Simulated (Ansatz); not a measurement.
Write the native input for Ansatz 0.2.0 that does the following.

```
Task                : relaxation of cell and atoms
Functional          : HF
Potentials or basis : Ansatz PAW
Cutoff              : 420 eV (not typed: the program's choice for these potentials)
k mesh              : 4 × 4 × 4
Occupations         : fermi-dirac, width 0.05 eV
Spin                : no spin polarisation
```

CdS (Hawleyite):

```
Cd S
1.0
     0.00000    2.91650    2.91650
     2.91650    0.00000    2.91650
     2.91650    2.91650    0.00000
Cd S
1 1
Direct
  0.00000 0.00000 0.00000
  0.75000 0.75000 0.75000
```

One way to write it, as run:

input.yaml

```yaml
crystal:
  lattice:
    - [0.0, 2.9165, 2.9165]
    - [2.9165, 0.0, 2.9165]
    - [2.9165, 2.9165, 0.0]
  atoms:
    - { symbol: Cd, position: [0.0, 0.0, 0.0] }
    - { symbol: S, position: [0.75, 0.75, 0.75] }
hamiltonian:
  xc: hf
  pseudopotentials: { kind: paw }
kpoints:
  mp_grid: { grid: [4, 4, 4] }
scf:
  occupations: { method: fermi_dirac, width: 0.05 }
output:
  forces: true
  stress: true
relax:
  f_tol: 0.01
  max_steps: 40
  cell: { stress_tol: 0.05 }
```

Potentials or basis: Ansatz PAW.

The run is started by

```bash
$ ansatz run input.yaml --threads 2 --pin off --max-ram 5632MiB --backend cpu --events-out ev --progress --plain --runs-dir out
```

It gave:

```
Relaxed volume                         : 27.53 Å³/atom
Relaxed cell                           : a = 4.270 Å, b = 4.270 Å, c = 4.270 Å, α = 60.00°, β = 60.00°, γ = 60.00°
Space group after relaxing (to 0.05 Å) : F-43m (No. 216)
Energy gained by relaxing              : 57.1 meV/atom
Ionic steps                            : 7
Pressure after relaxing                : 0.0 GPa
Band gap on the k mesh                 : 8.18 eV, direct
```

Caveat: the k mesh is coarse (spacing up to 0.47 Å⁻¹), so the values aren't converged, least of all with exact exchange; the plane-wave basis is chosen anew once the cell has moved, so the energies of steps on either side of that aren't comparable; the pressure holds a Pulay correction of +0.7 GPa for the finite cutoff; the volume moved by +11 % from the deposited cell, more than functionals usually miss; the PAW data sets come from PBE, with cores solved anew for the run's functional, which leaves a small shift of forces and pressure.

Run time: 61 s on 2 threads of Arm Neoverse V1, on a shared host, peak memory 0.7 GiB.
